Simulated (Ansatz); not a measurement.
**PbSe: band gap under strain**

How does strain move the band edges of rocksalt PbSe, and do the functionals agree on it? States: +1.5 % shear in the xy plane; +2.5 % strain along z alone; -4.0 % strain along x alone.

Program: Ansatz 0.2.0. PAW datasets, plane waves. Calculated at 0 K for a non-magnetic cell.

## (1) The cell

The unstrained cell was relaxed with r2SCAN; in each strained cell the atoms were relaxed again with r2SCAN. Names of k-points are those of the unstrained zone, where strain can split equivalent points. First state: +1.5 % shear in the xy plane.

It is orthorhombic, Immm (No. 71); conventional cell a = 4.335 Å, b = 4.401 Å, c = 6.177 Å, 29.46 Å³ an atom. Around Pb lie 6 Se at 3.09 Å; around Se lie 6 Pb at 3.09 Å.

The structure in full:

```cif
data_structure
_symmetry_space_group_name_H-M 'Immm'
_symmetry_Int_Tables_number 71
_cell_length_a 4.3353
_cell_length_b 4.4008
_cell_length_c 6.1774
_cell_angle_alpha 90.000
_cell_angle_beta 90.000
_cell_angle_gamma 90.000
_cell_volume 117.86
loop_
_atom_site_label
_atom_site_type_symbol
_atom_site_symmetry_multiplicity
_atom_site_Wyckoff_symbol
_atom_site_fract_x
_atom_site_fract_y
_atom_site_fract_z
_atom_site_occupancy
Pb1 Pb 2 a 0.00000 0.00000 0.00000 1
Se1 Se 2 c 0.50000 0.50000 0.00000 1
```

From earlier runs on the unstrained cell: PBE 0.37 eV, r2SCAN 0.66 eV, HSE06 0.79 eV; a = 6.177 Å.

## (2) +1.5 % shear in the xy plane: PBE

Input file input.yaml:

```yaml
crystal:
  lattice:
    - [0.0231652666, 3.088702218, 3.088702218]
    - [3.088702218, 0.0231652666, 3.088702218]
    - [3.1118674846, 3.1118674846, 0.0]
  atoms:
    - { symbol: Pb, position: [0.0, 0.0, 0.0] }
    - { symbol: Se, position: [0.5, 0.5, 0.5] }
kpoints:
  mp_grid: { grid: [8, 8, 8] }
  band_path:
    path:
      - [0.0, 0.0, 0.0]
      - [0.5, 0.0, 0.5]
      - [0.625, 0.25, 0.625]
      - [0.375, 0.375, 0.75]
      - [0.5, 0.5, 0.5]
      - [0.5, 0.25, 0.75]
      - [0.0, 0.0, 0.5]
      - [0.0, 0.5, 0.0]
    npoints: 1
hamiltonian:
  xc: pbe
scf:
  occupations: { method: fermi_dirac, width: 0.02 }
  n_extra_bands: 4
output:
  forces: true
  stress: true
  eigenvalues: true
```

Command:

```sh
ansatz run input.yaml --threads 4 --pin off --max-ram 4608MiB --backend cpu --events-out ev --progress --plain --runs-dir out
```

The runs that follow: +1.5 % shear in the xy plane: r2SCAN; +1.5 % shear in the xy plane: HSE06; +2.5 % strain along z alone: PBE; +2.5 % strain along z alone: r2SCAN; +2.5 % strain along z alone: HSE06; -4.0 % strain along x alone: PBE; -4.0 % strain along x alone: r2SCAN; -4.0 % strain along x alone: HSE06.

What does the calculation give?

The runs gave:

Least gap in eV (negative: overlap), with the change from the unstrained cell in brackets:

```
                       state  volume change (%)           PBE        r2SCAN         HSE06
+1.5 % shear in the xy plane               -0.0  0.31 (-0.06)  0.59 (-0.07)  0.72 (-0.07)
 +2.5 % strain along z alone               +2.5  0.43 (+0.06)  0.72 (+0.06)  0.86 (+0.07)
 -4.0 % strain along x alone               -4.0  0.19 (-0.18)  0.47 (-0.19)  0.58 (-0.21)
```

With HSE06, of the states in the table -4.0 % strain along x alone shifts the gap most, by -0.211 eV. PBE and HSE06 differ by 0.42 eV on the unstrained gap, and by at most 0.03 eV on its change: the two disagree on the size of the gap but agree on its response to strain. Spin-orbit coupling is left out of the table, though the cell holds Pb (Z = 82); in an element this heavy it can shift bands and gaps by tenths of an eV.
